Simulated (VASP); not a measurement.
# Mg (P6_3/mmc) in VASP: a series of runs, part 2 of 2

VASP 6.6.1. The steps go on from the part before.

## 3. Relaxation of cell and atoms, PBE

This run uses another cell than the first one, of 23.26 Å³/atom, 1.014 times its volume.

INCAR reads:

```
SYSTEM = Mg
PREC = Accurate
ENCUT = 600
EDIFF = 1E-6
ISMEAR = 0
SIGMA = 0.05
LREAL = .FALSE.
LASPH = .TRUE.
NELM = 80
ALGO = Normal
ISIF = 3
LWAVE = .FALSE.
LCHARG = .FALSE.
GGA = PE
IBRION = 2
NSW = 80
EDIFFG = -0.01
```

KPOINTS reads:

```
regular mesh
0
G
  16 16 8
  0 0 0
```

POSCAR reads:

```
Mg
1.0
    3.2100000000      0.0000000000      0.0000000000
   -1.6050000000      2.7799415461      0.0000000000
    0.0000000000      0.0000000000      5.2130400000
Mg
2
Direct
    0.3333333333      0.6666666667      0.7500000000
    0.6666666667      0.3333333333      0.2500000000
```

Potentials or basis: VASP PAW PBE potentials, release 64 (Mg).

Run with:

```console
$ cat potpaw_PBE.64/Mg/POTCAR > POTCAR
$ mpirun -np 1 vasp_std > vasp.out
```

OUTCAR:

```text
SYSTEM = Mg
   PREC = Accurate
   ENCUT = 600
   EDIFF = 1E-6
   ISMEAR = 0
   LREAL = .FALSE.
   LASPH = .TRUE.
   NELM = 80
   ISIF = 3
   GGA = PE
   IBRION = 2
   NSW = 80
   EDIFFG = -0.01

 ion  position               nearest neighbor table
   1  0.333  0.667  0.750-   2 3.20   2 3.20   2 3.20   2 3.20   2 3.20   2 3.20
   2  0.667  0.333  0.250-   1 3.20   1 3.20   1 3.20   1 3.20   1 3.20   1 3.20

  LATTYP: Found a hexagonal cell.
 ALAT       =     3.2100000000
 C/A-ratio  =     1.6240000000

  Lattice vectors:

 A1 = (   3.2100000000,   0.0000000000,   0.0000000000)
 A2 = (  -1.6050000000,   2.7799415461,   0.0000000000)
 A3 = (   0.0000000000,   0.0000000000,   5.2130400000)

Analysis of symmetry for initial positions (statically):
=====================================================================
 Subroutine PRICEL returns:
 Original cell was already a primitive cell.

 Routine SETGRP: Setting up the symmetry group for a
 hexagonal supercell.

 Subroutine GETGRP returns: Found 24 space group operations
 (whereof 12 operations were pure point group operations)
 out of a pool of 24 trial point group operations.

The static configuration has the point symmetry D_3d.
 The point group associated with its full space group is D_6h.

Analysis of symmetry for dynamics (positions and initial velocities):
=====================================================================
 Subroutine PRICEL returns:
 Original cell was already a primitive cell.

 Routine SETGRP: Setting up the symmetry group for a
 hexagonal supercell.

 Subroutine GETGRP returns: Found 24 space group operations
 (whereof 12 operations were pure point group operations)
 out of a pool of 24 trial point group operations.

The dynamic configuration has the point symmetry D_3d.
 The point group associated with its full space group is D_6h.

 Subroutine INISYM returns: Found 24 space group operations
 (whereof 12 operations are pure point group operations),
 and found     1 'primitive' translations

----------------------------------------------------------------------------------------

                                     Primitive cell

  volume of cell :      46.5191

  direct lattice vectors                    reciprocal lattice vectors
     3.210000000  0.000000000  0.000000000     0.311526480  0.179859897  0.000000000
    -1.605000000  2.779941546  0.000000000     0.000000000  0.359719794  0.000000000
     0.000000000  0.000000000  5.213040000     0.000000000  0.000000000  0.191826650

  length of vectors
     3.210000000  3.210000000  5.213040000     0.359719794  0.359719794  0.191826650

  position of ions in fractional coordinates (direct lattice)
     0.333333333  0.666666667  0.750000000
     0.666666667  0.333333333  0.250000000

  ion indices of the primitive-cell ions
   primitive index   ion index
                 1           1
                 2           2

----------------------------------------------------------------------------------------

 KPOINTS: regular mesh
[... 30 lines left out ...]
  0.312500 -0.000000  0.000000      6.000000
[... 16 lines left out ...]
  0.187500  0.187500  0.000000      6.000000
  0.250000  0.187500  0.000000     12.000000
 [... further k-points ...]
   k-points           NKPTS =    150   k-points in BZ     NKDIM =    150   number of bands    NBANDS=      6
   number of dos      NEDOS =    301   number of ions     NIONS =      2
   total plane-waves  NPLWV =  32928
   dimension x,y,z NGX =    28 NGY =   28 NGZ =   42
   dimension x,y,z NGXF=    56 NGYF=   56 NGZF=   84
   ions per type =               2
   NGX,Y,Z   is equivalent  to a cutoff of  14.50, 14.50, 13.39 a.u.
   NGXF,Y,Z  is equivalent  to a cutoff of  29.00, 29.00, 26.79 a.u.
 SYSTEM =  Mg
   PREC   = accura    normal or accurate (medium, high low for compatibility)
   ISTART =      0    job   : 0-new  1-cont  2-samecut
   ICHARG =      2    charge: 1-file 2-atom 10-const
   ISPIN  =      1    spin polarized calculation?
   LNONCOLLINEAR =      F non collinear calculations
   LSORBIT =      F    spin-orbit coupling
   LASPH  =      T    aspherical Exc in radial PAW
   ENCUT  =  600.0 eV  44.10 Ry    6.64 a.u.   6.41  6.41 10.41*2*pi/ulx,y,z
   NELM   =     80;   NELMIN=  2; NELMDL= -5     # of ELM steps
   EDIFF  = 0.1E-05   stopping-criterion for ELM
   LREAL  =      F    real-space projection
   EDIFFG = -.1E-01   stopping-criterion for IOM
   NSW    =     80    number of steps for IOM
   IBRION =      2    ionic relax: 0-MD 1-quasi-New 2-CG
   NFREE  =      1    steps in history (QN), initial steepest desc. (CG)
   ISIF   =      3    stress and relaxation
   ISYM   =      2    0-nonsym 1-usesym 2-fastsym
   POTIM  = 0.5000    time-step for ionic-motion
   TEBEG  =    0.0;   TEEND  =   0.0 temperature during run
   PSTRESS=    0.0 pullay stress
   NELECT =       4.0000    total number of electrons
   NUPDOWN=      -1.0000    fix difference up-down
   EMIN   =  10.00;   EMAX   =-10.00  energy-range for DOS
   EFERMI =   0.00;   METHOD = LEGACY
   ISMEAR =     0;   SIGMA  =   0.05  broadening in eV -4-tet -1-fermi 0-gaus
   EFERMI_NEDOS =   21; number of points for ismear=-14 and -15
   IALGO  =     38    algorithm
   IMIX   =      4    mixing-type and parameters
     AMIX     =   0.40;   BMIX     =  1.00
     AMIX_MAG =   1.60;   BMIX_MAG =  1.00
  volume/ion in A,a.u.               =      23.26       156.96
  Fermi-wavevector in a.u.,A,eV,Ry     =   0.722577  1.365473  7.103844  0.522118
  Thomas-Fermi vector in A             =   1.812575
   LORBIT       =      0    0 simple, 1 ext, 2 COOP (PROOUT), +10 PAW based schemes
   GGA     = PE    functional components
   LHFCALC =     F    Hartree Fock is set to
   AEXX    =    0.0000 exact exchange contribution
   IVDW    =     0    specifies the selected vdW correction
   LEPSILON=     F    determine dielectric tensor
   LRPA    =     F    only Hartree local field effects (RPA)
 conjugate gradient relaxation of ions
 non-spin polarized calculation
 Gauss-broadening in eV      SIGMA  =   0.05
  energy-cutoff  :      600.00
  volume of cell :       46.52
 maximum number of plane-waves:      1578
 NGX is ok and might be reduce to    28
   NGX = 13   NGY = 13   NGZ = 21

--------------------------------------- Ionic step        1  -------------------------------------------

 number of electron       4.0000000 magnetization

 Free energy of the ion-electron system (eV)
  ---------------------------------------------------
  ext. energy  EPLUGINS =         0.00000000
  ---------------------------------------------------
  free energy    TOTEN  =        -3.00722002 eV

  energy without entropy =       -3.00599336  energy(sigma->0) =       -3.00660669

------------------------ aborting loop because EDIFF is reached ----------------------------------------

  FORCE on cell =-STRESS in cart. coord.  units (eV):
  Direction    XX          YY          ZZ          XY          YZ          ZX
  --------------------------------------------------------------------------------------
  -------------------------------------------------------------------------------------
  Total       -0.1341777     -0.1341777     -0.2484727      0.0000000      0.0000000      0.0000000
  in kB       -4.6212474     -4.6212474     -8.5577096      0.0000000      0.0000000      0.0000000
  external PRESSURE =      -5.9334015 kB  Pullay stress =       0.0000000 kB
[... 131 lines left out ...]
--------------------------------------- Ionic step        5  -------------------------------------------

 number of electron       4.0000000 magnetization

 Free energy of the ion-electron system (eV)
  ---------------------------------------------------
  ext. energy  EPLUGINS =         0.00000000
  ---------------------------------------------------
  free energy    TOTEN  =        -3.00908174 eV

  energy without entropy =       -3.00789620  energy(sigma->0) =       -3.00848897

 E-fermi :   2.6664     XC(G=0):  -8.5035

 val. band max:        2.6636937888   @ k =   0.3125   0.3125   0.2500
 cond. band min:       2.6798477493   @ k =   0.5000  -0.0000   0.3750
 fundamental gap:      0.0161539604
 Fermi energy:         2.6663560362

 k-point     1 :       0.0000    0.0000    0.0000
  band No.  band energies     occupation
      1      -4.2946      2.00000
      2       1.0117      2.00000
      3       1.4975      2.00000
      4      13.5208      0.00000
      5      13.5208      0.00000
      6      13.6209      0.00000
[... 199 lines left out ...]
 k-point    24 :       0.2500    0.1875    0.0000
  band No.  band energies     occupation
      1      -1.4988      2.00000
      2       3.6046      0.00000
      3       3.6871      0.00000
      4       4.7077      0.00000
      5       5.8418      0.00000
      6       9.2075      0.00000

 [... further k-points ...]
[... 5 lines left out ...]
  --------------------------------------------------------------------------------------
  -------------------------------------------------------------------------------------
  Total        0.0017677      0.0017677      0.0075650      0.0000000      0.0000000     -0.0000000
  in kB        0.0619335      0.0619335      0.2650485      0.0000000      0.0000000     -0.0000000
  external PRESSURE =       0.1296385 kB  Pullay stress =       0.0000000 kB
[... 17 lines left out ...]
  FREE ENERGIE OF THE ION-ELECTRON SYSTEM (eV)
  ---------------------------------------------------
  free  energy   TOTEN  =        -3.0090817436 eV

  energy  without entropy=       -3.0078962019  energy(sigma->0) =       -3.00848897

 reached required accuracy - stopping structural energy minimisation
```

CONTCAR:

```text
Mg
   1.00000000000000
     3.2017094028866975    0.0000000000000000    0.0000000000000000
    -1.6008547014433487    2.7727616783877131    0.0000000000000000
    -0.0000000000000000    0.0000000000000000    5.1510622294644728
  Mg
     2
Direct
     0.3333333332999970    0.6666666667000030    0.7500000000000000
     0.6666666667000030    0.3333333332999970    0.2500000000000000

  0.00000000E+00  0.00000000E+00  0.00000000E+00
  0.00000000E+00  0.00000000E+00  0.00000000E+00
```

Wall time 2 min (1 thread of AMD EPYC 7R43 (Zen 3), shared host); peak memory 0.18 GiB.

What came out:

```yaml
Free_energy: -3.0091 eV
Relaxed_volume: 22.86 Å³/atom
Relaxed_cell: a = 3.202 Å, b = 3.202 Å, c = 5.151 Å, α = 90.00°, β = 90.00°, γ = 120.00°
Space_group_after_relaxing_to_0.05_Å: P6_3/mmc (No. 194)
Energy_gained_by_relaxing: 0.9 meV/atom
Ionic_steps: 5
Pressure_after_relaxing: 0.0 GPa
Band_gap_on_the_k_mesh: none (metal or under the smearing width)
```

The path:
| step | energy change (eV) | largest force (eV/Å) | pressure (GPa) | volume (Å³) |
| --- | --- | --- | --- | --- |
| 1 | 0.0000 | 0.0000 | -0.59 | 46.52 |
| 2 | -0.0016 | 0.0000 | -0.16 | 45.94 |
| 3 | -0.0017 | 0.0000 | 0.04 | 45.70 |
| 4 | -0.0018 | 0.0000 | 0.03 | 45.71 |
| 5 | -0.0019 | 0.0000 | 0.01 | 45.73 |

Final structure:
```xyz
2
Lattice="3.2017 0.0000 0.0000 -1.6009 2.7728 0.0000 0.0000 0.0000 5.1511" Properties=species:S:1:pos:R:3 pbc="T T T"
Mg    0.0000    1.8485    3.8633
Mg    1.6009    0.9243    1.2878
```

Levels at points of the mesh, in eV from the Fermi level:
```
           k point  band 1  band 2  band 3  band 4  band 5  band 6
(0.00, 0.00, 0.00)   -6.96   -1.65   -1.17   10.85   10.85   10.95
(0.50, 0.00, 0.00)   -2.18   -2.18    2.67    3.03    3.34    3.73
(0.00, 0.00, 0.50)   -5.55   -5.55    5.17    5.17   11.61   11.61
(0.50, 0.00, 0.50)   -1.13   -1.13   -0.47   -0.47    7.99    7.99
```

## 4. Single point, PBE

INCAR reads:

```
  PREC = Accurate
  ENCUT = 520
  EDIFF = 1E-7
  ISMEAR = 0
  SIGMA = 0.05
  LREAL = False
  LASPH = True
  NELM = 60
  ALGO = Fast
  ISIF = 2
  LWAVE = False
  LCHARG = False
  GGA = PE
  NBANDS = 9
```

KPOINTS reads:

```
Automatic mesh
0
Gamma
  16 16 8
```

POSCAR reads:

```
Mg
1.0
    3.2050897850      0.0000000000      0.0000000000
   -1.6025448925      2.7756891752      0.0000000000
    0.0000000000      0.0000000000      5.1592084462
Mg
2
Direct
    0.3333333333      0.6666666667      0.7500000000
    0.6666666667      0.3333333333      0.2500000000
```

Run with:

```console
$ cat potpaw_PBE.64/Mg/POTCAR > POTCAR
$ mpirun -np 1 vasp_std > vasp.out
```

Wall time 52 s (1 thread of AMD EPYC 7R43 (Zen 3), shared host); peak memory 0.15 GiB.

Results (log left out):

```yaml
Free_energy: -3.0089 eV
Pressure: -0.1 GPa
Band_gap_on_the_k_mesh: none (metal or under the smearing width)
```

Levels at points of the mesh, in eV from the Fermi level:
| k point | band 1 | band 2 | band 3 | band 4 | band 5 | band 6 | band 7 |
| --- | --- | --- | --- | --- | --- | --- | --- |
| (0.00, 0.00, 0.00) | -6.95 | -1.65 | -1.17 | 10.84 | 10.84 | 10.93 | 10.93 |
| (0.50, 0.00, 0.00) | -2.18 | -2.18 | 2.66 | 3.03 | 3.33 | 3.72 | 6.78 |
| (0.00, 0.00, 0.50) | -5.54 | -5.54 | 5.15 | 5.15 | 11.59 | 11.59 | 11.59 |
| (0.50, 0.00, 0.50) | -1.12 | -1.12 | -0.47 | -0.47 | 7.97 | 7.97 | 8.03 |
